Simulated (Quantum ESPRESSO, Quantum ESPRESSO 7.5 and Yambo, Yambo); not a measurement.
# AlN (F-43m): G0W0 with Yambo, start to end

Wanted: ground state, empty states, screening and self-energy for AlN (F-43m).

Calculated with Quantum ESPRESSO 7.5 and Yambo 5.3.0; PBE and many-body steps on it, plane waves.

### 1. The starting structure

The structure is cubic, space group F-43m (No. 216). Conventional cell: a = 4.368 Å, b = 4.368 Å, c = 4.368 Å, α = 90.00°, β = 90.00°, γ = 90.00°. Nearest to Al lie 4 N at 1.89 Å. N has 4 Al at 1.89 Å nearest. Farther neighbours and most contacts between anions are not listed.

The cell and positions are those that the Materials Project relaxed with its own functionals (PBE, PBE+U or r2SCAN), kept fixed. This is not the form that AlN usually takes at ambient conditions.

### 2. Ground state

This step: Quantum ESPRESSO 7.5; DFT, PBE, plane waves, norm-conserving pseudopotentials.

The ground-state density comes first.

File pw.in:

```
&control
  calculation = 'scf'
  prefix = 'x'
  outdir = 'o'
  pseudo_dir = 'pseudo'
/
&system
  ibrav = 0
  nat = 2
  ntyp = 2
  ecutwfc = 72.0
  nbnd = 9
  force_symmorphic = .true.
/
&electrons
  conv_thr = 1e-10
  electron_maxstep = 80
  mixing_beta = 0.5
/
ATOMIC_SPECIES
  Al 26.982 Al.upf
  N 14.007 N.upf
CELL_PARAMETERS angstrom
  -0.0000000000 2.1839935596 2.1839935596
  2.1839935596 -0.0000000000 2.1839935596
  2.1839935596 2.1839935596 -0.0000000000
ATOMIC_POSITIONS crystal
  Al 0.0000000000 0.0000000000 0.0000000000
  N 0.7500000000 0.7500000000 0.7500000000
K_POINTS automatic
  8 8 8 0 0 0
```

Started as:

```sh
$ OMP_NUM_THREADS=1 mpirun -n 8 pw.x -nk 8 -in pw.in > pw.out
```

Log:

```text
Program PWSCF v.7.5 starts

     This program is part of the open-source Quantum ESPRESSO suite
     for quantum simulation of materials; please cite
         "P. Giannozzi et al., J. Phys.:Condens. Matter 21 395502 (2009);
         "P. Giannozzi et al., J. Phys.:Condens. Matter 29 465901 (2017);
         "P. Giannozzi et al., J. Chem. Phys. 152 154105 (2020);
     in publications or presentations arising from this work. More details at
     Message from routine setup:
     using ibrav=0 with symmetry is DISCOURAGED, use correct ibrav instead

     G-vector sticks info

     bravais-lattice index     =            0
     lattice parameter (alat)  =       5.8367  a.u.
     unit-cell volume          =     140.5985 (a.u.)^3
     number of atoms/cell      =            2
     number of atomic types    =            2
     number of electrons       =         8.00
     number of Kohn-Sham states=            9
     kinetic-energy cutoff     =      72.0000  Ry
     charge density cutoff     =     288.0000  Ry
     scf convergence threshold =      1.0E-10
     mixing beta               =       0.5000
     number of iterations used =            8  plain     mixing
     Exchange-correlation= PBE
                           (   1   4   3   4   0   0   0)

     celldm(1)=   5.836671  celldm(2)=   0.000000  celldm(3)=   0.000000
     celldm(4)=   0.000000  celldm(5)=   0.000000  celldm(6)=   0.000000

     crystal axes: (cart. coord. in units of alat)
               a(1) = (  -0.000000   0.707107   0.707107 )
               a(2) = (   0.707107  -0.000000   0.707107 )
               a(3) = (   0.707107   0.707107  -0.000000 )

     reciprocal axes: (cart. coord. in units 2 pi/alat)
               b(1) = ( -0.707107  0.707107  0.707107 )
               b(2) = (  0.707107 -0.707107  0.707107 )
               b(3) = (  0.707107  0.707107 -0.707107 )
     Pseudo is Norm-conserving + core correction, Zval =  3.0
     Generated using ONCVPSP code by D. R. Hamann
     Using radial grid of 1876 points,  6 beta functions with:
     Pseudo is Norm-conserving + core correction, Zval =  5.0
     Generated using ONCVPSP code by D. R. Hamann
     Using radial grid of 1058 points,  4 beta functions with:
     Al                3.00    26.98200     Al( 1.00)
     N                 5.00    14.00700     N ( 1.00)

     24 Sym. Ops. (no inversion) found

   Cartesian axes

     site n.     atom                  positions (alat units)
         1        Al     tau(   1) = (   0.0000000   0.0000000   0.0000000  )
         2        N      tau(   2) = (   1.0606602   1.0606602   1.0606602  )

     number of k points=    29
                       cart. coord. in units 2pi/alat
        k(    1) = (   0.0000000   0.0000000   0.0000000), wk =   0.0039062
        k(    2) = (   0.0883883   0.0883883  -0.0883883), wk =   0.0312500
        k(    3) = (   0.1767767   0.1767767  -0.1767767), wk =   0.0312500
        k(    4) = (   0.2651650   0.2651650  -0.2651650), wk =   0.0312500
        k(    5) = (  -0.3535534  -0.3535534   0.3535534), wk =   0.0156250
        k(    6) = (   0.1767767   0.0000000   0.0000000), wk =   0.0234375
        k(    7) = (   0.2651650   0.0883883  -0.0883883), wk =   0.0937500
        k(    8) = (   0.3535534   0.1767767  -0.1767767), wk =   0.0937500
        k(    9) = (  -0.2651650  -0.4419417   0.4419417), wk =   0.0937500
        k(   10) = (  -0.1767767  -0.3535534   0.3535534), wk =   0.0937500
     [... 17 further rows ...]
        k(   28) = (  -0.7071068   0.1767767  -0.0000000), wk =   0.0468750
        k(   29) = (  -0.7071068   0.3535534   0.0000000), wk =   0.0234375

     Dense  grid:    11575 G-vectors     FFT dimensions: (  32,  32,  32)

     Initial potential from superposition of free atoms

     starting charge       7.9975, renormalised to       8.0000
     Starting wfcs are    8 randomized atomic wfcs +    1 random wfcs

     per-process dynamical memory:    12.2 Mb

     Self-consistent Calculation

     iteration #  1     ecut=    72.00 Ry     beta= 0.50

     total energy              =     -25.41046356 Ry
     estimated scf accuracy    <       0.59622317 Ry

     iteration #  2     ecut=    72.00 Ry     beta= 0.50

     total energy              =     -25.57268590 Ry
     estimated scf accuracy    <       0.07135400 Ry

     iteration #  3     ecut=    72.00 Ry     beta= 0.50

     total energy              =     -25.58431093 Ry
     estimated scf accuracy    <       0.00446948 Ry

     iteration #  4     ecut=    72.00 Ry     beta= 0.50

     total energy              =     -25.58486038 Ry
     estimated scf accuracy    <       0.00103034 Ry

     iteration #  5     ecut=    72.00 Ry     beta= 0.50

     total energy              =     -25.58488936 Ry
     estimated scf accuracy    <       0.00009426 Ry

     iteration #  6     ecut=    72.00 Ry     beta= 0.50

     total energy              =     -25.58492155 Ry
     estimated scf accuracy    <       0.00003751 Ry

     iteration #  7     ecut=    72.00 Ry     beta= 0.50

     total energy              =     -25.58492377 Ry
     estimated scf accuracy    <       0.00000321 Ry

     iteration #  8     ecut=    72.00 Ry     beta= 0.50

     total energy              =     -25.58492416 Ry
     estimated scf accuracy    <       0.00000019 Ry

     iteration #  9     ecut=    72.00 Ry     beta= 0.50

     total energy              =     -25.58492420 Ry
     estimated scf accuracy    <       0.00000002 Ry

     iteration # 10     ecut=    72.00 Ry     beta= 0.50

     total energy              =     -25.58492420 Ry
     estimated scf accuracy    <          6.0E-09 Ry

     iteration # 11     ecut=    72.00 Ry     beta= 0.50

     total energy              =     -25.58492420 Ry
     estimated scf accuracy    <          2.2E-09 Ry

     iteration # 12     ecut=    72.00 Ry     beta= 0.50

     End of self-consistent calculation

          k = 0.0000 0.0000 0.0000 (  1459 PWs)   bands (ev):

    -8.0105   6.9566   6.9566   6.9566  11.1487  19.5460  19.5460  19.5460
    24.7019

          k = 0.0884 0.0884-0.0884 (  1438 PWs)   bands (ev):

    -7.7834   5.7786   6.8782   6.8782  12.0884  18.9662  19.7142  19.7142
    23.1487

          k = 0.1768 0.1768-0.1768 (  1447 PWs)   bands (ev):

    -7.1599   3.6989   6.7011   6.7011  13.4084  17.9339  19.3059  19.3059
    23.2695

          k = 0.2652 0.2652-0.2652 (  1441 PWs)   bands (ev):

     [... further k-points ...]

     highest occupied, lowest unoccupied level (ev):     6.9566   10.2814

!    total energy              =     -25.58492420 Ry
     estimated scf accuracy    <          5.2E-11 Ry

     The total energy is the sum of the following terms:
     one-electron contribution =      -0.92916136 Ry
     hartree contribution      =       5.64189831 Ry
     xc contribution           =      -8.49770195 Ry
     ewald contribution        =     -21.79995921 Ry

     convergence has been achieved in  12 iterations

     XML data file, charge density, pseudopotentials, collected wavefunctions

=------------------------------------------------------------------------------=
   JOB DONE.
=------------------------------------------------------------------------------=
```

Wall time 2.1 s (8 MPI ranks of Intel Xeon at 2.60GHz (Ice Lake), shared host); peak memory 0.42 GiB.

Numbers from this step:

```yaml
total_energy: -348.1006 eV
gap: 3.325 eV
k_of_the_valence_top: 0, 0, 0
k_of_the_conduction_bottom: 0, -0.5, -0.5
least_direct_gap: 4.192 eV
```

The gap is indirect, with the least direct gap 0.87 eV higher.

### 3. Bands along the symmetry lines

The cheap functional maps the bands first; the places of the edges decide which points the dearer methods must see.

File pw.in:

```
&control
  calculation = 'bands'
  prefix = 'x'
  outdir = 'o'
  pseudo_dir = 'pseudo'
/
&system
  ibrav = 0
  nat = 2
  ntyp = 2
  ecutwfc = 72.0
  nbnd = 10
  force_symmorphic = .true.
/
&electrons
  conv_thr = 1e-9
  electron_maxstep = 80
  diago_full_acc = .true.
  diago_thr_init = 5e-6
/
ATOMIC_SPECIES
  Al 26.982 Al.upf
  N 14.007 N.upf
CELL_PARAMETERS angstrom
  -0.0000000000 2.1839935596 2.1839935596
  2.1839935596 -0.0000000000 2.1839935596
  2.1839935596 2.1839935596 -0.0000000000
ATOMIC_POSITIONS crystal
  Al 0.0000000000 0.0000000000 0.0000000000
  N 0.7500000000 0.7500000000 0.7500000000
K_POINTS crystal
  50
  0.00000000 0.00000000 0.00000000 1
  -0.06250000 -0.06250000 0.00000000 1
  -0.12500000 -0.12500000 0.00000000 1
  -0.18750000 -0.18750000 0.00000000 1
  -0.25000000 -0.25000000 0.00000000 1
  -0.31250000 -0.31250000 0.00000000 1
  -0.37500000 -0.37500000 0.00000000 1
  -0.43750000 -0.43750000 0.00000000 1
  -0.50000000 -0.50000000 0.00000000 1
  -0.48437500 -0.48437500 0.03125000 1
  -0.46875000 -0.46875000 0.06250000 1
  -0.45312500 -0.45312500 0.09375000 1
  -0.43750000 -0.43750000 0.12500000 1
  -0.42187500 -0.42187500 0.15625000 1
  -0.40625000 -0.40625000 0.18750000 1
  -0.39062500 -0.39062500 0.21875000 1
  -0.37500000 -0.37500000 0.25000000 1
  -0.37500000 0.00000000 0.37500000 1
  -0.32812500 0.00000000 0.32812500 1
  -0.28125000 0.00000000 0.28125000 1
  -0.23437500 0.00000000 0.23437500 1
  -0.18750000 0.00000000 0.18750000 1
  -0.14062500 0.00000000 0.14062500 1
  -0.09375000 0.00000000 0.09375000 1
  -0.04687500 0.00000000 0.04687500 1
  0.00000000 0.00000000 0.00000000 1
  0.00000000 0.00000000 0.06250000 1
  0.00000000 0.00000000 0.12500000 1
  0.00000000 0.00000000 0.18750000 1
  0.00000000 0.00000000 0.25000000 1
  0.00000000 0.00000000 0.31250000 1
  0.00000000 0.00000000 0.37500000 1
  0.00000000 0.00000000 0.43750000 1
  0.00000000 0.00000000 0.50000000 1
  -0.06250000 -0.03125000 0.46875000 1
  -0.12500000 -0.06250000 0.43750000 1
  -0.18750000 -0.09375000 0.40625000 1
  -0.25000000 -0.12500000 0.37500000 1
  -0.31250000 -0.15625000 0.34375000 1
  -0.37500000 -0.18750000 0.31250000 1
  -0.43750000 -0.21875000 0.28125000 1
  -0.50000000 -0.25000000 0.25000000 1
  -0.50000000 -0.28125000 0.21875000 1
  -0.50000000 -0.31250000 0.18750000 1
  -0.50000000 -0.34375000 0.15625000 1
  -0.50000000 -0.37500000 0.12500000 1
  -0.50000000 -0.40625000 0.09375000 1
  -0.50000000 -0.43750000 0.06250000 1
  -0.50000000 -0.46875000 0.03125000 1
  -0.50000000 -0.50000000 0.00000000 1
```

Log:

```text
[banner, memory and clock lines left out]
Program PWSCF v.7.5 starts

     Atomic positions and unit cell read from directory:
     o/x.save/

     Message from routine setup:
     using ibrav=0 with symmetry is DISCOURAGED, use correct ibrav instead

     G-vector sticks info

     bravais-lattice index     =            0
     lattice parameter (alat)  =       5.8367  a.u.
     unit-cell volume          =     140.5985 (a.u.)^3
     number of atoms/cell      =            2
     number of atomic types    =            2
     number of electrons       =         8.00
     number of Kohn-Sham states=           10
     kinetic-energy cutoff     =      72.0000  Ry
     charge density cutoff     =     288.0000  Ry
     Exchange-correlation= PBE
                           (   1   4   3   4   0   0   0)

     celldm(1)=   5.836671  celldm(2)=   0.000000  celldm(3)=   0.000000
     celldm(4)=   0.000000  celldm(5)=   0.000000  celldm(6)=   0.000000

     crystal axes: (cart. coord. in units of alat)
               a(1) = (  -0.000000   0.707107   0.707107 )
               a(2) = (   0.707107  -0.000000   0.707107 )
               a(3) = (   0.707107   0.707107  -0.000000 )

     reciprocal axes: (cart. coord. in units 2 pi/alat)
               b(1) = ( -0.707107  0.707107  0.707107 )
               b(2) = (  0.707107 -0.707107  0.707107 )
               b(3) = (  0.707107  0.707107 -0.707107 )
     Pseudo is Norm-conserving + core correction, Zval =  3.0
     Generated using ONCVPSP code by D. R. Hamann
     Using radial grid of 1876 points,  6 beta functions with:
     Pseudo is Norm-conserving + core correction, Zval =  5.0
     Generated using ONCVPSP code by D. R. Hamann
     Using radial grid of 1058 points,  4 beta functions with:
     Al                3.00    26.98200     Al( 1.00)
     N                 5.00    14.00700     N ( 1.00)

     24 Sym. Ops. (no inversion) found

   Cartesian axes

     site n.     atom                  positions (alat units)
         1        Al     tau(   1) = (   0.0000000   0.0000000   0.0000000  )
         2        N      tau(   2) = (   1.0606602   1.0606602   1.0606602  )

     number of k points=    50
                       cart. coord. in units 2pi/alat
        k(    1) = (   0.0000000   0.0000000   0.0000000), wk =   0.0400000
        k(    2) = (   0.0000000   0.0000000  -0.0883883), wk =   0.0400000
        k(    3) = (   0.0000000   0.0000000  -0.1767767), wk =   0.0400000
[...]
[... 38 further rows ...]
        k(   49) = (   0.0441942  -0.0000000  -0.7071068), wk =   0.0400000
        k(   50) = (   0.0000000   0.0000000  -0.7071068), wk =   0.0400000

     Dense  grid:    11575 G-vectors     FFT dimensions: (  32,  32,  32)

     The potential is recalculated from file :
     o/x.save/charge-density

     Starting wfcs are    8 randomized atomic wfcs +    2 random wfcs

     Band Structure Calculation

     End of band structure calculation

          k = 0.0000 0.0000 0.0000 (  1459 PWs)   bands (ev):

    -8.0106   6.9565   6.9565   6.9565  11.1486  19.5460  19.5460  19.5460
    24.7019  24.7020

          k = 0.0000 0.0000-0.0884 (  1443 PWs)   bands (ev):

    -7.9338   6.6069   6.8734   6.8734  11.5309  19.2837  19.6564  19.6564
    22.9885  24.8199

          k = 0.0000 0.0000-0.1768 (  1439 PWs)   bands (ev):

    -7.7082   5.8262   6.6453   6.6453  12.3450  18.6407  19.9667  19.9667
    20.8183  25.1734

          k = 0.0000 0.0000-0.2652 (  1447 PWs)   bands (ev):

[...]
k =-0.0000-0.0000-0.4419 (  1447 PWs)   bands (ev):

[...]
k =-0.0000-0.0000-0.6187 (  1452 PWs)   bands (ev):

[...]
k = 0.5303-0.0000-0.5303 (  1472 PWs)   bands (ev):

[...]
k = 0.3977-0.0000-0.3977 (  1464 PWs)   bands (ev):

[...]
k = 0.2652-0.0000-0.2652 (  1438 PWs)   bands (ev):

[...]
k = 0.0000 0.0000 0.0000 (  1459 PWs)   bands (ev):

[...]
k = 0.1326 0.0000-0.7071 (  1448 PWs)   bands (ev):

[...]
k = 0.0884-0.0000-0.7071 (  1448 PWs)   bands (ev):

[...]
k = 0.0442-0.0000-0.7071 (  1442 PWs)   bands (ev):

    -5.3233   2.0804   5.1361   5.1367  10.3752  15.6803  20.8434  22.5096
    22.6842  30.5374

          k = 0.0000 0.0000-0.7071 (  1428 PWs)   bands (ev):

    -5.3253   2.0589   5.1811   5.1811  10.2814  15.6083  20.8765  22.6540
    22.6540  30.4717

     XML data file, pseudopotentials, collected wavefunctions
```

Run time: 1.6 s. Hardware: 8 MPI ranks; peak memory 0.05 GiB; 11 s of CPU time.

This step gave:

```yaml
gap: 3.325 eV
k_of_the_valence_top: 0, 0, 0
k_of_the_conduction_bottom: -0.5, -0.5, 0
least_direct_gap: 4.192 eV
```

The gap is 3.325 eV, as in the run before at this level.

The electronic bands at the labelled points (eV, zero at the top of the highest filled band; v1 is the highest filled band, c1 the lowest empty one):

| point | v4 | v3 | v2 | v1 | c1 | c2 | c3 | c4 |
| --- | --- | --- | --- | --- | --- | --- | --- | --- |
| Γ | -14.97 | 0.00 | 0.00 | 0.00 | 4.19 | 12.59 | 12.59 | 12.59 |
| halfway | -13.84 | -2.88 | -0.98 | -0.98 | 5.96 | 10.29 | 11.51 | 14.02 |
| X | -12.28 | -4.90 | -1.78 | -1.78 | 3.32 | 8.65 | 13.92 | 15.70 |
| halfway | -12.27 | -4.73 | -2.47 | -1.67 | 3.96 | 9.19 | 13.67 | 15.23 |
| U | -12.30 | -4.25 | -3.63 | -1.37 | 5.17 | 10.12 | 13.05 | 14.17 |
| jump to K | -12.30 | -4.25 | -3.63 | -1.37 | 5.17 | 10.12 | 13.05 | 14.17 |
| halfway | -13.74 | -3.54 | -1.50 | -0.20 | 7.34 | 10.30 | 11.41 | 12.58 |
| Γ | -14.97 | 0.00 | 0.00 | 0.00 | 4.19 | 12.59 | 12.59 | 12.59 |
| halfway | -14.12 | -3.26 | -0.26 | -0.26 | 6.45 | 10.98 | 12.35 | 12.35 |
| L | -12.92 | -5.86 | -0.48 | -0.48 | 7.39 | 9.85 | 11.17 | 11.17 |
| halfway | -12.60 | -5.14 | -2.22 | -1.12 | 7.11 | 9.26 | 12.17 | 12.69 |
| W | -12.23 | -3.77 | -3.44 | -2.70 | 6.05 | 11.45 | 11.98 | 12.16 |
| halfway | -12.25 | -4.56 | -2.40 | -2.29 | 4.57 | 9.69 | 13.40 | 13.89 |
| X | -12.28 | -4.90 | -1.78 | -1.78 | 3.32 | 8.65 | 13.92 | 15.70 |

The electronic bands as a text plot (rows in eV, shown from -8.0 to 9.3 only):

```
    9.0 |         ++++++      ++                    +++       +++
    8.2 |                     ++                    +
    7.5 |                   ++  +              +++++ +
    6.8 |                        ++         +++       ++
    6.1 |    +++           +               +            ++++
    5.4 |  ++   ++        +        ++    ++                 +
    4.6 | +              +           +  +                    +
    3.9 |+        +++  ++             ++                      ++
    3.2 |            ++                                         +
    2.5 |
    1.7 |
    1.0 |
    0.3 |*                         ******
   -0.4 | ****              **********  *************
   -1.1 |  ** ****       ***    *****    **         ****
   -1.9 |    *    *******                  *         ** *     ***
   -2.6 |     **       **     ** **                    * *****
   -3.3 |       **       *****  *           *           *****
   -4.0 |         *      ***  **             **         *****
   -4.8 |          ******   **                 *       *     ****
   -5.5 |                                       * *****
   -6.2 |                                        *
   -6.9 |
   -7.6 |
         Γ           X  U|K            Γ         L        W     X
```

(Part 1 of 3 ends here.)

[Paths, hosts, dates, memory and timing lines, banners, echoed tables and standing remarks are left out of the program output.]

[Logs are printed without paths, hosts, clocks, repeated set-up lines and the standing remarks that a program may print on its own settings, such as how far it seeks lower states.]

[Runs of the session that timed out or met a known fault of the program may be left out.]

[Hosts, paths, dates, database ids (printed as entryN), source tags and the programs' standing remarks are cut or masked in the printed files.]
